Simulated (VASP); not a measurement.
# InSb (F-43m) in VASP: a series of runs, part 2 of 2

VASP 6.6.1.

### Step 4. Single point, PBE

INCAR reads:

```
SYSTEM = InSb
ALGO = Normal ; EDIFF = 1E-7
ENCUT = 300 ; GGA = PE
ISIF = 2 ; ISMEAR = 0
LASPH = .TRUE. ; LCHARG = .FALSE.
LREAL = .FALSE. ; LWAVE = .FALSE.
NBANDS = 16 ; NELM = 80
PREC = Accurate ; SIGMA = 0.02
```

KPOINTS reads:

```
k-points
0
G
  6 6 6
  0 0 0
```

POSCAR reads:

```
InSb
1.0
    0.0000000000      3.2391000000      3.2391000000
    3.2391000000      0.0000000000      3.2391000000
    3.2391000000      3.2391000000      0.0000000000
In Sb
1 1
Direct
    0.0000000000      0.0000000000      0.0000000000
    0.2500000000      0.2500000000      0.2500000000
```

Potentials or basis: VASP PAW PBE potentials, release 64 (In_d, Sb).

Command:

```bash
$ cat potpaw_PBE.64/In_d/POTCAR potpaw_PBE.64/Sb/POTCAR > POTCAR
$ mpirun -np 1 vasp_std > vasp.out
```

OUTCAR:

```text
SYSTEM = InSb
   EDIFF = 1E-7
   ENCUT = 300
   GGA = PE
   ISIF = 2
   ISMEAR = 0
   LASPH = .TRUE.
   LREAL = .FALSE.
   NELM = 80
   PREC = Accurate

 ion  position               nearest neighbor table
   1  0.000  0.000  0.000-   2 2.81   2 2.81   2 2.81   2 2.81
   2  0.250  0.250  0.250-   1 2.81   1 2.81   1 2.81   1 2.81

  LATTYP: Found a face centered cubic cell.
 ALAT       =     6.4782000000

  Lattice vectors:

 A1 = (   0.0000000000,   3.2391000000,   3.2391000000)
 A2 = (   3.2391000000,   0.0000000000,   3.2391000000)
 A3 = (   3.2391000000,   3.2391000000,   0.0000000000)

Analysis of symmetry for initial positions (statically):
=====================================================================
 Subroutine PRICEL returns:
 Original cell was already a primitive cell.

 Routine SETGRP: Setting up the symmetry group for a
 face centered cubic supercell.

 Subroutine GETGRP returns: Found 24 space group operations
 (whereof 24 operations were pure point group operations)
 out of a pool of 48 trial point group operations.

The static configuration has the point symmetry T_d .

Analysis of symmetry for dynamics (positions and initial velocities):
=====================================================================
 Subroutine PRICEL returns:
 Original cell was already a primitive cell.

 Routine SETGRP: Setting up the symmetry group for a
 face centered cubic supercell.

 Subroutine GETGRP returns: Found 24 space group operations
 (whereof 24 operations were pure point group operations)
 out of a pool of 48 trial point group operations.

The dynamic configuration has the point symmetry T_d .

 Subroutine INISYM returns: Found 24 space group operations
 (whereof 24 operations are pure point group operations),
 and found     1 'primitive' translations

----------------------------------------------------------------------------------------

                                     Primitive cell

  volume of cell :      67.9678
[... 101 lines left out ...]
  volume/ion in A,a.u.               =      33.98       229.33
  Fermi-wavevector in a.u.,A,eV,Ry     =   1.051311  1.986690 15.037912  1.105255
  Thomas-Fermi vector in A             =   2.186349
   LORBIT       =      0    0 simple, 1 ext, 2 COOP (PROOUT), +10 PAW based schemes
   GGA     = PE    functional components
   LHFCALC =     F    Hartree Fock is set to
   AEXX    =    0.0000 exact exchange contribution
   IVDW    =     0    specifies the selected vdW correction
   LEPSILON=     F    determine dielectric tensor
   LRPA    =     F    only Hartree local field effects (RPA)
 non-spin polarized calculation
 Gauss-broadening in eV      SIGMA  =   0.02
  energy-cutoff  :      300.00
  volume of cell :       67.97
 maximum number of plane-waves:       821
 NGX is ok and might be reduce to    28
   NGX = 13   NGY = 13   NGZ = 13

 number of electron      18.0000010 magnetization

 Free energy of the ion-electron system (eV)
  ---------------------------------------------------
  ext. energy  EPLUGINS =         0.00000000
  ---------------------------------------------------
  free energy    TOTEN  =        -6.88321756 eV

  energy without entropy =       -6.88307473  energy(sigma->0) =       -6.88314614

 E-fermi :   5.1235     XC(G=0):  -8.6832

 val. band max:        5.1174112843   @ k =   0.0000   0.0000   0.0000
 cond. band min:       5.6519507602   @ k =   0.5000   0.0000   0.0000
 fundamental gap:      0.5345394758
 Fermi energy:         5.1235020919

 k-point     1 :       0.0000    0.0000    0.0000
  band No.  band energies     occupation
      1      -9.4749      2.00000
      2      -9.4749      2.00000
      3      -9.4749      2.00000
      4      -9.3896      2.00000
      5      -9.3896      2.00000
      6      -5.6042      2.00000
[... 281 lines left out ...]
      3      -9.4319      2.00000
      4      -9.4016      2.00000
      5      -9.3843      2.00000
      6      -3.5942      2.00000
[... 8 lines left out ...]
     15      14.9018      0.00000
     16      15.6064      0.00000

------------------------ aborting loop because EDIFF is reached ----------------------------------------

  FORCE on cell =-STRESS in cart. coord.  units (eV):
  Direction    XX          YY          ZZ          XY          YZ          ZX
  --------------------------------------------------------------------------------------
  -------------------------------------------------------------------------------------
  Total        1.2762778      1.2762778      1.2762778      0.0000000      0.0000000     -0.0000000
  in kB       30.0851880     30.0851880     30.0851880      0.0000000      0.0000000     -0.0000000
  external PRESSURE =      30.0851880 kB  Pullay stress =       0.0000000 kB

 VOLUME and BASIS-vectors are now :
 -----------------------------------------------------------------------------
  energy-cutoff  :      300.00
  volume of cell :       67.97
      direct lattice vectors                 reciprocal lattice vectors
     0.000000000  3.239100000  3.239100000    -0.154363867  0.154363867  0.154363867
     3.239100000  0.000000000  3.239100000     0.154363867 -0.154363867  0.154363867
     3.239100000  3.239100000  0.000000000     0.154363867  0.154363867 -0.154363867

 POSITION                                       TOTAL-FORCE (eV/Angst)
 -----------------------------------------------------------------------------------
      0.00000      0.00000      0.00000         0.000000      0.000000      0.000000
      1.61955      1.61955      1.61955        -0.000000     -0.000000     -0.000000
 -----------------------------------------------------------------------------------
    total drift:                               -0.000000     -0.000000     -0.000000

  FREE ENERGIE OF THE ION-ELECTRON SYSTEM (eV)
  ---------------------------------------------------
  free  energy   TOTEN  =        -6.8832175611 eV

  energy  without entropy=       -6.8830747256  energy(sigma->0) =       -6.88314614
```

OSZICAR:

```text
N       E                     dE             d eps       ncg     rms          rms(c)
DAV:   1     0.952457017127E+02    0.95246E+02   -0.58558E+03   520   0.765E+02
DAV:   2    -0.155813581305E+01   -0.96804E+02   -0.93677E+02   592   0.227E+02
DAV:   3    -0.686086747400E+01   -0.53027E+01   -0.52935E+01   632   0.601E+01
DAV:   4    -0.699072535203E+01   -0.12986E+00   -0.12985E+00   696   0.107E+01
DAV:   5    -0.699524125061E+01   -0.45159E-02   -0.45159E-02   704   0.150E+00    0.418E+00
DAV:   6    -0.689607620042E+01    0.99165E-01   -0.14609E-01   760   0.555E+00    0.245E+00
DAV:   7    -0.688145571462E+01    0.14620E-01   -0.70365E-02   680   0.235E+00    0.620E-01
DAV:   8    -0.688248986122E+01   -0.10341E-02   -0.78063E-03   656   0.994E-01    0.252E-01
DAV:   9    -0.688310407025E+01   -0.61421E-03   -0.87201E-04   600   0.254E-01    0.842E-02
DAV:  10    -0.688317394782E+01   -0.69878E-04   -0.57610E-05   744   0.513E-02    0.402E-02
DAV:  11    -0.688321604038E+01   -0.42093E-04   -0.75522E-05   568   0.593E-02    0.248E-02
DAV:  12    -0.688321735704E+01   -0.13167E-05   -0.14282E-06   648   0.952E-03    0.697E-03
DAV:  13    -0.688321773437E+01   -0.37733E-06   -0.14579E-06   592   0.729E-03    0.402E-03
DAV:  14    -0.688321753783E+01    0.19654E-06   -0.50803E-08   576   0.123E-03    0.104E-03
DAV:  15    -0.688321756111E+01   -0.23281E-07   -0.16474E-08   440   0.870E-04
   1 F= -.68832176E+01 E0= -.68831461E+01  d E =-.142835E-03
```

It took 6.2 s on 1 thread of Intel Xeon 6975P-C (Granite Rapids), shared host; peak memory 0.15 GiB.

Results:

```
Free energy            : -6.8832 eV
Pressure               : 3.0 GPa
Band gap on the k mesh : none (metal or under the smearing width)
```

Caveat: this crystal is a semiconductor, whose small gap the functional closes, so the metal is an error of the method. Spin-orbit coupling is left out, which matters for the levels of Sb.

### Step 5. Single point, PBE

Changes to INCAR since step 4:

```diff
@@ -2,3 +2,3 @@
 ALGO = Normal ; EDIFF = 1E-7
-ENCUT = 300 ; GGA = PE
+ENCUT = 350 ; GGA = PE
 ISIF = 2 ; ISMEAR = 0
```

KPOINTS is that of step 4.

POSCAR is that of step 4.

Command:

```bash
$ cat potpaw_PBE.64/In_d/POTCAR potpaw_PBE.64/Sb/POTCAR > POTCAR
$ mpirun -np 1 vasp_std > vasp.out
```

Run time: 6.2 s. Hardware: 1 thread of Intel Xeon 6975P-C (Granite Rapids), shared host; peak memory 0.15 GiB.

The run converged. Its results:

```yaml
Free_energy: -6.8822 eV
Pressure: 3.0 GPa
Band_gap_on_the_k_mesh: none (metal or under the smearing width)
```

Levels at points of the mesh, in eV from the Fermi level:
```tsv
k point	band 6	band 7	band 8	band 9	band 10	band 11	band 12	band 13
(0.00, 0.00, 0.00)	-10.73	-0.20	-0.01	-0.01	-0.01	2.95	2.95	2.95
(0.50, 0.00, 0.00)	-9.36	-5.63	-1.01	-1.01	0.53	3.80	3.80	6.09
(0.50, 0.50, 0.00)	-8.75	-5.93	-2.27	-2.27	1.32	1.34	8.15	8.15
```

Caveat: this crystal is a semiconductor, whose small gap the functional closes, so the metal is an error of the method.

### Step 6. Single point, PBE

Changes to INCAR since step 5:

```diff
@@ -2,3 +2,3 @@
 ALGO = Normal ; EDIFF = 1E-7
-ENCUT = 350 ; GGA = PE
+ENCUT = 400 ; GGA = PE
 ISIF = 2 ; ISMEAR = 0
```

KPOINTS is that of step 5.

POSCAR is that of step 5.

Potentials or basis: VASP PAW PBE potentials, release 64 (In_d, Sb).

Command:

```bash
$ cat potpaw_PBE.64/In_d/POTCAR potpaw_PBE.64/Sb/POTCAR > POTCAR
$ mpirun -np 1 vasp_std > vasp.out
```

It took 7.7 s on 1 thread of Intel Xeon 6975P-C (Granite Rapids), shared host; peak memory 0.16 GiB.

It converged, with:

```
Free energy            : -6.8837 eV
Pressure               : 3.2 GPa
Band gap on the k mesh : none (metal or under the smearing width)
```

Levels at points of the mesh, in eV from the Fermi level:
```
           k point  band 7  band 8  band 9  band 10  band 11  band 12
(0.00, 0.00, 0.00)   -0.20   -0.01   -0.01    -0.01     2.95     2.95
(0.50, 0.00, 0.00)   -5.63   -1.01   -1.01     0.53     3.80     3.80
(0.50, 0.50, 0.00)   -5.93   -2.27   -2.27     1.32     1.34     8.15
```

Caveat: this crystal is a semiconductor, whose small gap the functional closes, so the metal is an error of the method. The run has no spin-orbit coupling, so splittings on Sb are missing.

### Step 7. Summary

| cutoff (eV) | gap on the mesh (eV) | pressure (GPa) |
| --- | --- | --- |
| 250 | none | - |
| 300 | none | 3.0 |
| 350 | none | 3.0 |
| 400 | none | 3.2 |

Alike in all rows: task single point; level PBE; potentials or basis VASP PAW PBE potentials, release 64 (In_d, Sb); no spin polarisation; cell as given; k mesh 6 × 6 × 6; smearing gaussian 0.02 eV.

Every run on the cell as given and a fine mesh finds a metal.

Caveats: this crystal is a semiconductor, whose small gap the functional closes, so the metal is an error of the method; the cutoff is under 1.25 times the usual one of these potentials, so pressure, stress and relaxed cells hold a basis-set (Pulay) error (some runs).

Absolute energies hang on the potentials; compare differences alone.

### Step 8. Comparison with measurements

Step 3. A measured gap of InSb is 0.24 eV (quoted in “Electronic Structure and Epitaxy of CdTe Shells on InSb Nanowires”, 2021, arxiv:2111.05126); the calculated 0.00 eV misses it by -0.24 eV. Spin-orbit coupling on In, Sb is left out. The value is that of PBE on a finite k mesh, which can miss the band edges, without temperature or zero-point motion. Semilocal functionals fall short of measured gaps as a rule.

Step 4. A measured gap of InSb is 0.24 eV (quoted in “Electronic Structure and Epitaxy of CdTe Shells on InSb Nanowires”, 2021, arxiv:2111.05126); the calculated 0.00 eV misses it by -0.24 eV. Spin-orbit coupling on In, Sb is left out. The value is that of PBE on a finite k mesh, which can miss the band edges, without temperature or zero-point motion. Semilocal functionals fall short of measured gaps as a rule.

Step 5. Against the measured gap of InSb, 0.24 eV (quoted in “Electronic Structure and Epitaxy of CdTe Shells on InSb Nanowires”, 2021, arxiv:2111.05126), the calculated 0.00 eV is off by -0.24 eV. Spin-orbit coupling on In, Sb is left out. The value is that of PBE on a finite k mesh, which can miss the band edges, without temperature or zero-point motion. Semilocal functionals fall short of measured gaps as a rule.

Step 6. A measured gap of InSb is 0.24 eV (quoted in “Electronic Structure and Epitaxy of CdTe Shells on InSb Nanowires”, 2021, arxiv:2111.05126); the calculated 0.00 eV misses it by -0.24 eV. Spin-orbit coupling on In, Sb is left out. The value is that of PBE on a finite k mesh, which can miss the band edges, without temperature or zero-point motion. Semilocal functionals fall short of measured gaps as a rule.
